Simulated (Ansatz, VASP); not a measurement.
# One calculation of Be, two programs

```
Be
1.0
     2.14014    0.00000    0.00000
     0.00000    2.21953    0.00000
     0.00000    0.00000    3.42697
Be
2
Direct
  0.00000 0.50000 0.84310
  0.50000 0.00000 0.15690
```

Alike in both runs: task relaxation of cell and atoms; functional PBE; k mesh 8 × 8 × 6; occupations gaussian, width 0.1 eV; no spin polarisation.

|  | VASP | Ansatz |
| --- | --- | --- |
| version | VASP 6.6.1 | Ansatz 0.2.0 |
| potentials or method | VASP PAW PBE potentials, release 64 (Be) | scalar-relativistic, plane waves, PAW |
| plane-wave cutoff (eV) | 600 | 420 |
| valence electrons in the cell | 4 | 4 |

|  | VASP | Ansatz | Ansatz less VASP |
| --- | --- | --- | --- |
| gap on the k mesh at the Fermi level, each at its own relaxed structure (eV) | none | none | - |
| relaxed volume (Å³/atom) | 7.87 | 7.87 | -0.005 |
| relaxed cell length with the largest relative difference (Å) | 3.189 | 3.186 | -0.0027 |
| energy change over the relaxation (meV/atom) | -543 | -537 | +5.5 |

A gap of «none» marks a metal or a gap that the smearing closes.

Caveats: the k mesh is coarse (spacing up to 0.37 Å⁻¹), so the values aren't converged.
